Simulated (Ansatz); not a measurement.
# La2O3: pressure and energy above lowest point against volume per atom

All results are calculated (Ansatz 0.2.0 development build). Equation of state of a cubic crystal from periodic Kohn-Sham density functional theory without spin; pressure corrected for the finite basis.

Cell of the first row (space group Pn-3m, No. 224):
```
CELL_PARAMETERS angstrom
5.55680 0.00000 0.00000
0.00000 5.55680 0.00000
0.00000 0.00000 5.55680
ATOMIC_POSITIONS crystal
La 0.25000 0.25000 0.25000
La 0.75000 0.75000 0.25000
La 0.75000 0.25000 0.75000
La 0.25000 0.75000 0.75000
O 0.50000 0.00000 0.00000
O 0.00000 0.50000 0.00000
O 0.00000 0.00000 0.50000
O 0.50000 0.50000 0.00000
O 0.50000 0.00000 0.50000
O 0.00000 0.50000 0.50000
```

Settings of every row: formula La2O3; structure type cubic X2O3; functional PBE; spin treatment none; k mesh 19x19x19; occupation method fermi-dirac; occupation width 0.061225619 eV; wave cutoff 420 eV; datasets soft-1 PAW; density cutoff ratio 4.

Limits: a cubic model structure, not a phase known at ambient conditions.

| row | volume per atom (Å³) | pressure (GPa) | energy above lowest point (meV/atom) |
| --- | --- | --- | --- |
| 1 | 17.159 | 7.79 | 25.13 |
| 2 | 17.524 | 4.907 | 10.72 |
| 3 | 17.889 | 2.309 | 2.55 |
| 4 | 18.254 | -0.031 | 0 |
| 5 | 18.619 | -2.141 | 2.51 |
| 6 | 18.984 | -4.042 | 9.59 |
| 7 | 19.349 | ? | ? |

Question: what pressure and energy above lowest point should row 7 give?

Worked fit of pressure. Take u = (V_r/V)^(2/3) − 1 with V_r = 18.072 Å³ an atom, which is twice the finite (Eulerian) strain; such expansions in the strain, on which the Birch-Murnaghan equation of state is built, carry the rest volume and the bulk modulus. The shown rows have u = 0.03516, 0.02074, 0.00681, -0.00666, -0.01968, -0.03229. Least squares give pressure = 1.1052 + 173.733 × u + 454.41 × u² + 335 × u³ GPa; a parabola predicts inner rows, each left out in turn, worse (root mean square 0.0044 against 0.0011 GPa). The rows lie off it by 0.000, 0.000, -0.001, 0.001, -0.001, 0.000. The pressure vanishes at u = -0.0065, or V = 18.25 Å³ an atom, and there the bulk modulus at fixed shape and fractions is B = −V dP/dV = (2/3)(1 + u) dP/du = 111 GPa. The withheld row has u = -0.0445, so the fit gives 1.1052 + 173.733 × (-0.0445) + 454.41 × (-0.0445)² + 335 × (-0.0445)³ = -5.756 GPa.

The calculation gave -5.753 GPa. The fit lies 0.003 GPa (0.022 % of the column's range) below it; its largest miss of a shown row is 0.001 GPa. This row lies beyond the range of the fit.

Worked fit of energy above lowest point. Take u = (V_r/V)^(2/3) − 1 with V_r = 18.072 Å³ an atom, which is twice the finite (Eulerian) strain; such expansions in the strain, on which the Birch-Murnaghan equation of state is built, carry the rest volume and the bulk modulus. The shown rows have u = 0.03516, 0.02074, 0.00681, -0.00666, -0.01968, -0.03229. Least squares give energy above lowest point = 0.604 + 187.15 × u + 14462.8 × u² + 1520 × u³ meV/atom; a parabola predicts inner rows, each left out in turn, worse (root mean square 0.019 against 0.0017 meV/atom). All shown rows lie on it to the printed digit. Its lowest point lies at u = -0.0065, or V = 18.25 Å³ an atom, and the curvature there gives the bulk modulus at fixed shape and fractions, B = (4/9)(1 + u)² E″(u)/V = 111 GPa. The withheld row has u = -0.0445, so the fit gives 0.604 + 187.15 × (-0.0445) + 14462.8 × (-0.0445)² + 1520 × (-0.0445)³ = 20.78 meV/atom.

The calculation gave 20.78 meV/atom. The fit meets it to the printed digit. This row lies beyond the range of the fit.
